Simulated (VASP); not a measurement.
# CdSe (Cadmoselite) (P6_3mc) in VASP: further runs, part 2 of 2

VASP 6.6.1.

## (3) Single point, r2SCAN

This run uses another cell than the first one, of 28.86 Å³/atom, 1.036 times its volume.

POSCAR reads:

```
CdSe
1.0
    4.3400420887      0.0000000000      0.0000000000
   -2.1700210444      3.7585867023      0.0000000000
    0.0000000000      0.0000000000      7.0777365346
Cd Se
2 2
Direct
    0.3333333333      0.6666666667      0.0045373916
    0.6666666667      0.3333333333      0.5045373916
    0.3333333333      0.6666666667      0.3804626084
    0.6666666667      0.3333333333      0.8804626084
```

INCAR.step1 reads:

```
SYSTEM = CdSe
  PREC = Accurate
  ENCUT = 520
  ISMEAR = 0
  SIGMA = 0.01
  LREAL = .FALSE.
  LASPH = .TRUE.
  NELM = 80
  NBANDS = 26
  GGA = PE
  ALGO = Normal
  EDIFF = 1E-4
  LWAVE = .TRUE.
  LCHARG = .FALSE.
```

INCAR.step2 reads:

```
SYSTEM = CdSe
  PREC = Accurate
  ENCUT = 520
  EDIFF = 1E-6
  ISMEAR = 0
  SIGMA = 0.01
  LREAL = .FALSE.
  LASPH = .TRUE.
  NELM = 80
  ALGO = Normal
  ISIF = 2
  LWAVE = .FALSE.
  LCHARG = .FALSE.
  METAGGA = R2SCAN
  LMIXTAU = .TRUE.
  NBANDS = 26
  ISTART = 1
```

KPOINTS reads:

```
regular mesh
0
G
  6 6 4
  0 0 0
```

Potentials or basis: VASP PAW PBE potentials, release 64 (Cd, Se).

Run with:

```bash
$ cat potpaw_PBE.64/Cd/POTCAR potpaw_PBE.64/Se/POTCAR > POTCAR
$ cp INCAR.step1 INCAR
$ mpirun -np 1 vasp_std > vasp.out
$ cp INCAR.step2 INCAR
$ mpirun -np 1 vasp_std > vasp.out
```

OUTCAR:

```text
SYSTEM = CdSe
   PREC = Accurate
   ENCUT = 520
   EDIFF = 1E-6
   ISMEAR = 0
   LREAL = .FALSE.
   LASPH = .TRUE.
   NELM = 80
   ISIF = 2
   METAGGA = R2SCAN
   ISTART = 1

 ion  position               nearest neighbor table
   1  0.333  0.667  0.005-   4 2.66   4 2.66   4 2.66   3 2.66
   2  0.667  0.333  0.505-   3 2.66   3 2.66   3 2.66   4 2.66
   3  0.333  0.667  0.380-   2 2.66   2 2.66   2 2.66   1 2.66
   4  0.667  0.333  0.880-   1 2.66   1 2.66   1 2.66   2 2.66

  LATTYP: Found a hexagonal cell.
 ALAT       =     4.3400420887
[... 804 lines left out ...]
  --------------------------------------------------------------------------------------
  -------------------------------------------------------------------------------------
  Total        0.1850761      0.1850761      0.1724484     -0.0000000      0.0000000      0.0000000
  in kB        2.5683132      2.5683132      2.3930786     -0.0000000      0.0000000      0.0000000
  external PRESSURE =       2.5099017 kB  Pullay stress =       0.0000000 kB

 VOLUME and BASIS-vectors are now :
 -----------------------------------------------------------------------------
  energy-cutoff  :      520.00
  volume of cell :      115.46
      direct lattice vectors                 reciprocal lattice vectors
     4.340042089  0.000000000  0.000000000     0.230412512  0.133028726  0.000000000
    -2.170021044  3.758586702  0.000000000     0.000000000  0.266057452  0.000000000
     0.000000000  0.000000000  7.077736535     0.000000000  0.000000000  0.141288107

 POSITION                                       TOTAL-FORCE (eV/Angst)
 -----------------------------------------------------------------------------------
     -0.00000      2.50572      0.03211        -0.000000     -0.000000      0.002262
      2.17002      1.25286      3.57098         0.000000      0.000000      0.002262
     -0.00000      2.50572      2.69281         0.000000      0.000000     -0.002262
      2.17002      1.25286      6.23168         0.000000      0.000000     -0.002262
 -----------------------------------------------------------------------------------
    total drift:                               -0.000000      0.000000      0.002951

  FREE ENERGIE OF THE ION-ELECTRON SYSTEM (eV)
  ---------------------------------------------------
  free  energy   TOTEN  =       -71.8297753201 eV

  energy  without entropy=      -71.8297753201  energy(sigma->0) =      -71.82977532
```

OUTCAR.step1:

```text
SYSTEM = CdSe
   PREC = Accurate
   ENCUT = 520
   ISMEAR = 0
   LREAL = .FALSE.
   LASPH = .TRUE.
   NELM = 80
[... 833 lines left out ...]
      2.17002      1.25286      3.57098        -0.000000     -0.000000      0.003901
     -0.00000      2.50572      2.69281         0.000000     -0.000000     -0.003901
      2.17002      1.25286      6.23168        -0.000000      0.000000     -0.003901
 -----------------------------------------------------------------------------------
    total drift:                               -0.000000     -0.000000      0.000166

  FREE ENERGIE OF THE ION-ELECTRON SYSTEM (eV)
  ---------------------------------------------------
  free  energy   TOTEN  =       -10.9688646071 eV

  energy  without entropy=      -10.9688646071  energy(sigma->0) =      -10.96886461
```

OSZICAR.step1:

```text
N       E                     dE             d eps       ncg     rms          rms(c)
DAV:   1     0.240864518680E+03    0.24086E+03   -0.16960E+04  1092   0.124E+03
DAV:   2     0.110674046887E+01   -0.23976E+03   -0.23216E+03  1196   0.309E+02
DAV:   3    -0.116186022741E+02   -0.12725E+02   -0.12653E+02  1298   0.707E+01
DAV:   4    -0.117278101275E+02   -0.10921E+00   -0.10910E+00  1216   0.611E+00
DAV:   5    -0.117284766363E+02   -0.66651E-03   -0.66649E-03  1258   0.464E-01    0.834E+00
DAV:   6    -0.110021241954E+02    0.72635E+00   -0.12486E+00  1278   0.107E+01    0.663E+00
DAV:   7    -0.109692758798E+02    0.32848E-01   -0.50691E-01  1152   0.359E+00    0.259E+00
DAV:   8    -0.109685080103E+02    0.76787E-03   -0.49135E-02  1124   0.220E+00    0.376E-01
DAV:   9    -0.109686113224E+02   -0.10331E-03   -0.68137E-03  1182   0.933E-01    0.981E-02
DAV:  10    -0.109687686455E+02   -0.15732E-03   -0.78664E-04  1160   0.301E-01    0.706E-02
DAV:  11    -0.109688646071E+02   -0.95962E-04   -0.22379E-04   960   0.849E-02
   1 F= -.10968865E+02 E0= -.10968865E+02  d E =-.310344E-11
```

Run time: 84 s. Hardware: 1 thread of Intel Xeon 6975P-C (Granite Rapids), shared host; peak memory 0.26 GiB.

Results:

| Item | Value |
| --- | --- |
| Free energy | -71.8298 eV |
| Pressure | 0.3 GPa |
| Band gap on the k mesh | 1.09 eV, direct |

Forces on the atoms (eV/Å):
```
Cd   0.000  0.000  0.002
Cd   0.000  0.000  0.002
Se   0.000  0.000 -0.002
Se   0.000  0.000 -0.002
```

Levels at points of the mesh, in eV from the valence-band top:
| k point | band 14 | band 15 | band 16 | band 17 | band 18 | band 19 | band 20 | band 21 | band 22 | band 23 |
| --- | --- | --- | --- | --- | --- | --- | --- | --- | --- | --- |
| (0.00, 0.00, 0.00) | -0.74 | -0.74 | -0.04 | 0.00 | 0.00 | 1.09 | 2.64 | 6.38 | 6.38 | 6.68 |
| (0.50, 0.00, 0.00) | -3.53 | -2.58 | -1.80 | -1.28 | -0.73 | 3.63 | 3.71 | 5.09 | 6.54 | 6.93 |
| (0.00, 0.00, 0.50) | -2.56 | -0.38 | -0.38 | -0.38 | -0.38 | 2.78 | 2.78 | 6.27 | 6.27 | 6.76 |
| (0.50, 0.00, 0.50) | -4.10 | -1.32 | -1.32 | -1.31 | -1.31 | 3.33 | 3.33 | 5.27 | 5.27 | 8.12 |

Caveat: the PAW data sets were made with another functional, which shifts forces and pressure a little.

## (4) Single point, r2SCAN

This run uses another cell than the first one, of 30.16 Å³/atom, 1.083 times its volume.

POSCAR reads:

```
CdSe
1.0
    4.4051951148      0.0000000000      0.0000000000
   -2.2025975574      3.8150108780      0.0000000000
    0.0000000000      0.0000000000      7.1785192494
Cd Se
2 2
Direct
    0.3333333333      0.6666666667      0.0044222387
    0.6666666667      0.3333333333      0.5044222387
    0.3333333333      0.6666666667      0.3805777613
    0.6666666667      0.3333333333      0.8805777613
```

INCAR.step1 reads:

```
PREC = Accurate
ENCUT = 520
ISMEAR = 0
SIGMA = 0.01
LREAL = False
LASPH = True
NELM = 80
NBANDS = 26
GGA = PE
ALGO = Normal
EDIFF = 1E-4
LWAVE = True
LCHARG = False
```

INCAR.step2 reads:

```
PREC = Accurate
ENCUT = 520
EDIFF = 1E-7
ISMEAR = 0
SIGMA = 0.01
LREAL = False
LASPH = True
NELM = 80
ALGO = Normal
ISIF = 2
LWAVE = False
LCHARG = True
METAGGA = R2SCAN
LMIXTAU = True
LELF = True
LVHAR = True
NBANDS = 26
ISTART = 1
```

KPOINTS reads:

```
Automatic mesh
0
Gamma
  6 6 4
```

Run with:

```bash
$ cat potpaw_PBE.64/Cd/POTCAR potpaw_PBE.64/Se/POTCAR > POTCAR
$ cp INCAR.step1 INCAR
$ mpirun -np 1 vasp_std > vasp.out
$ cp INCAR.step2 INCAR
$ mpirun -np 1 vasp_std > vasp.out
```

It took 2.4 min on 1 thread of Intel Xeon 6975P-C (Granite Rapids), shared host; peak memory 0.3 GiB.

The run converged. Its results:

```
Free energy            : -71.8029 eV
Pressure               : -1.8 GPa
Band gap on the k mesh : 0.99 eV, direct
```

Levels at points of the mesh, in eV from the valence-band top:
```tsv
k point	band 16	band 17	band 18	band 19	band 20	band 21
(0.00, 0.00, 0.00)	-0.03	0.00	0.00	0.99	2.57	6.37
(0.50, 0.00, 0.00)	-1.66	-1.17	-0.67	3.52	3.69	5.11
(0.00, 0.00, 0.50)	-0.35	-0.35	-0.35	2.68	2.68	6.19
(0.50, 0.00, 0.50)	-1.21	-1.20	-1.20	3.30	3.30	5.25
```

Caveat: the PAW data sets were made with another functional, which shifts forces and pressure a little. r2SCAN opens gaps a little over a GGA but as a rule still falls short of measured ones.

## (5) Single point, r2SCAN

This run uses another cell than the first one, of 30.16 Å³/atom, 1.083 times its volume.

POSCAR is that of step 4.

INCAR.step1 reads:

```
SYSTEM = CdSe
ALGO = Normal
EDIFF = 1E-4
ENCUT = 520
GGA = PE
ISMEAR = 0
LASPH = .True.
LCHARG = .False.
LREAL = .False.
LWAVE = .True.
NBANDS = 26
NELM = 60
PREC = Accurate
SIGMA = 0.01
```

INCAR.step2 reads:

```
SYSTEM = CdSe
ALGO = Normal
EDIFF = 1E-7
ENCUT = 520
ISIF = 2
ISMEAR = 0
ISTART = 1
LASPH = .True.
LCHARG = .False.
LMIXTAU = .True.
LREAL = .False.
LWAVE = .False.
METAGGA = R2SCAN
NBANDS = 26
NELM = 60
PREC = Accurate
SIGMA = 0.01
```

KPOINTS reads:

```
k-points
0
Gamma
  6 6 4
  0 0 0
```

Run with:

```bash
$ cat potpaw_PBE.64/Cd/POTCAR potpaw_PBE.64/Se/POTCAR > POTCAR
$ cp INCAR.step1 INCAR
$ mpirun -np 1 vasp_std > vasp.out
$ cp INCAR.step2 INCAR
$ mpirun -np 1 vasp_std > vasp.out
```

Wall time 2.5 min (1 thread of Intel Xeon 6975P-C (Granite Rapids), shared host); peak memory 0.29 GiB.

Results (log left out):

```
Free energy            : -71.8029 eV
Pressure               : -1.8 GPa
Band gap on the k mesh : 0.99 eV, direct
```

Levels at points of the mesh, in eV from the valence-band top:
```csv
k point,band 15,band 16,band 17,band 18,band 19,band 20,band 21,band 22
"(0.00, 0.00, 0.00)",-0.68,-0.03,0.00,0.00,0.99,2.57,6.37,6.37
"(0.50, 0.00, 0.00)",-2.39,-1.66,-1.17,-0.67,3.52,3.69,5.11,6.38
"(0.00, 0.00, 0.50)",-0.35,-0.35,-0.35,-0.35,2.68,2.68,6.19,6.19
"(0.50, 0.00, 0.50)",-1.21,-1.21,-1.20,-1.20,3.30,3.30,5.25,5.25
```

Caveat: the PAW data sets were made with another functional, which shifts forces and pressure a little.

## (6) Single point, r2SCAN

This run uses another cell than the first one, of 28.86 Å³/atom, 1.036 times its volume.

POSCAR reads:

```
CdSe
1.0
    4.3400420887      0.0000000000      0.0000000000
   -2.1700210444      3.7585867023      0.0000000000
    0.0000000000      0.0000000000      7.0777365346
Cd Se
2 2
Direct
    0.3333333333      0.6666666667      0.0045373916
    0.6666666667      0.3333333333      0.5045373916
    0.3333333333      0.6666666667      0.3804626084
    0.6666666667      0.3333333333      0.8804626084
```

INCAR.step1 reads:

```
  ALGO = Normal
  EDIFF = 1E-4
  ENCUT = 520
  GGA = PE
  ISMEAR = -1
  LASPH = T
  LCHARG = F
  LREAL = F
  LWAVE = T
  NBANDS = 26
  NELM = 60
  PREC = Accurate
  SIGMA = 0.1
```

INCAR.step2 reads:

```
  ALGO = Normal
  EDIFF = 1E-7
  ENCUT = 520
  ISIF = 2
  ISMEAR = -1
  ISTART = 1
  LASPH = T
  LCHARG = F
  LMIXTAU = T
  LREAL = F
  LWAVE = F
  METAGGA = R2SCAN
  NBANDS = 26
  NELM = 60
  PREC = Accurate
  SIGMA = 0.1
```

KPOINTS reads:

```
k-points
0
Gamma
  10 10 6
```

Potentials or basis: VASP PAW PBE potentials, release 64 (Cd, Se).

Run with:

```bash
$ cat potpaw_PBE.64/Cd/POTCAR potpaw_PBE.64/Se/POTCAR > POTCAR
$ cp INCAR.step1 INCAR
$ mpirun -np 1 vasp_std > vasp.out
$ cp INCAR.step2 INCAR
$ mpirun -np 1 vasp_std > vasp.out
```

Wall time 4.4 min (1 thread of Intel Xeon 6975P-C (Granite Rapids), shared host); peak memory 0.33 GiB.

It converged, with:

| Item | Value |
| --- | --- |
| Free energy | -71.8330 eV |
| Pressure | 0.2 GPa |
| Band gap on the k mesh | 1.09 eV, direct |

Levels at points of the mesh, in eV from the valence-band top:
| k point | band 15 | band 16 | band 17 | band 18 | band 19 | band 20 | band 21 | band 22 |
| --- | --- | --- | --- | --- | --- | --- | --- | --- |
| (0.00, 0.00, 0.00) | -0.74 | -0.04 | 0.00 | 0.00 | 1.09 | 2.64 | 6.38 | 6.38 |
| (0.50, 0.00, 0.00) | -2.58 | -1.80 | -1.28 | -0.73 | 3.63 | 3.71 | 5.09 | 6.55 |
| (0.00, 0.00, 0.50) | -0.38 | -0.38 | -0.38 | -0.38 | 2.78 | 2.78 | 6.27 | 6.27 |
| (0.50, 0.00, 0.50) | -1.32 | -1.32 | -1.31 | -1.31 | 3.33 | 3.33 | 5.27 | 5.27 |

Caveat: the PAW data sets were made with another functional, which shifts forces and pressure a little.

## (7) Overview

| cell | k mesh | smearing | gap on the mesh (eV) | pressure (GPa) |
| --- | --- | --- | --- | --- |
| a = 4.288, b = 4.288, c = 6.996 Å, angles 90.0, 90.0, 120.0°, 4 atoms | 6 × 6 × 4 | gaussian 0.01 eV | 1.18 | 2.3 |
| a = 4.340, b = 4.340, c = 7.078 Å, angles 90.0, 90.0, 120.0°, 4 atoms | 6 × 6 × 4 | gaussian 0.01 eV | 1.09 | 0.3 |
| a = 4.405, b = 4.405, c = 7.179 Å, angles 90.0, 90.0, 120.0°, 4 atoms | 6 × 6 × 4 | gaussian 0.01 eV | 0.99 | -1.8 |
| a = 4.340, b = 4.340, c = 7.078 Å, angles 90.0, 90.0, 120.0°, 4 atoms | 10 × 10 × 6 | fermi-dirac 0.1 eV | 1.09 | 0.2 |

Alike in all rows: task single point; level r2SCAN; potentials or basis VASP PAW PBE potentials, release 64 (Cd, Se); no spin polarisation; cutoff (eV) 520.

Caveats: the PAW data sets were made with another functional, which shifts forces and pressure a little.

Absolute energies hang on the potentials; compare differences alone.

## (8) How close it comes

Step 5. Measured gap of CdSe: 1.841 eV (2 K; a printed reference work, data compilation). This calculation gives 0.99 eV (-0.85 eV). Spin-orbit coupling on Cd, Se is left out. The value is that of r2SCAN, without temperature or zero-point motion.
